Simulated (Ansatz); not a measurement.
# The polar optical mode of AlP at 30 GPa, worked through

The calculation used Ansatz, DFT PBEsol, scalar-relativistic, plane waves, PAW. Plane waves to 420 eV; Γ-centred k mesh 10×10×10; fixed occupations. No spin polarisation. Phonons by linear response, acoustic sum rule imposed.

The cell, relaxed at 30 GPa:
```cif
data_structure
_symmetry_space_group_name_H-M 'F-43m'
_symmetry_Int_Tables_number 216
_cell_length_a 5.0817
_cell_length_b 5.0817
_cell_length_c 5.0817
_cell_angle_alpha 90.000
_cell_angle_beta 90.000
_cell_angle_gamma 90.000
_cell_volume 131.23
loop_
_atom_site_label
_atom_site_type_symbol
_atom_site_symmetry_multiplicity
_atom_site_Wyckoff_symbol
_atom_site_fract_x
_atom_site_fract_y
_atom_site_fract_z
_atom_site_occupancy
Al1 Al 4 a 0.00000 0.00000 0.00000 1
P1 P 4 c 0.25000 0.25000 0.25000 1
```

Other phases may be more stable at this pressure. The bands were filled as in an insulator; under compression the gap may have closed between mesh points.

Linear response gives ν_TO = 562.9 cm⁻¹, Born charges ±2.109 e (positive on Al) and ε∞ = 8.432. The primitive cell holds 32.807 Å³, and the masses are 26.982 and 30.974 amu.

Q: Find ν_LO and the static dielectric constant.

A: The long-wave field adds a restoring force: ω_LO² − ω_TO² = Z*²e²/(ε_vac ε∞ μV). In these units ν_LO² − ν_TO² = 4.92064×10⁷ Z*²/(μ V ε∞) cm⁻², with μ = m₁m₂/(m₁ + m₂) = 14.420 amu: 54873 cm⁻². So ν_LO = √(562.9² + 54873) = 609.7 cm⁻¹, and the run gives 609.6. Lyddane–Sachs–Teller then gives ε0 = ε∞ (ν_LO/ν_TO)² = 9.89, against 9.89 in the run (it forms both from the same three quantities, so the match checks the arithmetic only). Between ν_TO and ν_LO the dielectric function is negative and an undamped crystal reflects fully: a reststrahlen band from 16.4 to 17.8 μm.

Q: What do the Clausius–Mossotti polarisability and the Szigeti charge come to?

A: With the Lorentz local field, α = (3V/4π)(ε∞ − 1)/(ε∞ + 2) = 5.58 Å³ for the pair, and e_S = 3Z*/(ε∞ + 2) = 0.61 e. The Born charge includes the electrons' response to the dipole's own local field, and e_S takes that enhancement out. The Lorentz field assumes point-like polarisable ions, a poor picture once ε∞ is this large, since the electron clouds then overlap or are shared, so both numbers are formal here.

Q: How strongly does a slow electron couple to the LO mode?

A: For one isotropic parabolic band, Fröhlich's constant is α_F = (1/ε∞ − 1/ε0) √(m* Ry/ħω_LO), with Ry = 13.606 eV, ħω_LO = 75.6 meV and m* in free-electron masses: α_F = 0.0175 × 13.42 × √m* = 0.23 √m*. The band mass isn't part of this run; for m* = 0.1, 0.3 and 1 it gives 0.07, 0.13, 0.23. In weak coupling the polaron lies α_F ħω_LO below the band edge (10 meV at m* = 0.3) with a mass m*(1 + α_F/6); past α_F of about 5 or 6 that expansion fails. A semilocal functional's ε∞ tends to be too large, which taken alone lowers α_F.

Cost: 1 run of about 0.6 core-minutes, on Arm Neoverse V1 (shared hosts).

Compressed zinc-blende AlP comes out as a stiff, only moderately polar lattice. Most of its static dielectric response is electronic: ε∞ is 8.432 and the lattice raises it only to 9.89. The bonds are largely covalent, built from sp³ hybrids polarised towards the more electronegative phosphorus. Their short-range restoring forces and the light atoms already put the TO mode at 562.9 cm⁻¹, and the long-range field, well screened by the valence electrons, adds comparatively little. The Born charge of ±2.109 e measures how polarisation follows displacement, including charge shifted along the bonds, so it is not a static ionic charge.

The weak Fröhlich coupling has the same origin: little lattice polarisation is left to follow a slow carrier, and the high LO energy reduces the coupling further. Large polarons with slight mass enhancement are therefore the likely picture for light carriers. For real carriers α_F is only a guide to scale, because zinc-blende AlP normally has anisotropic conduction valleys near X and a degenerate valence-band top.
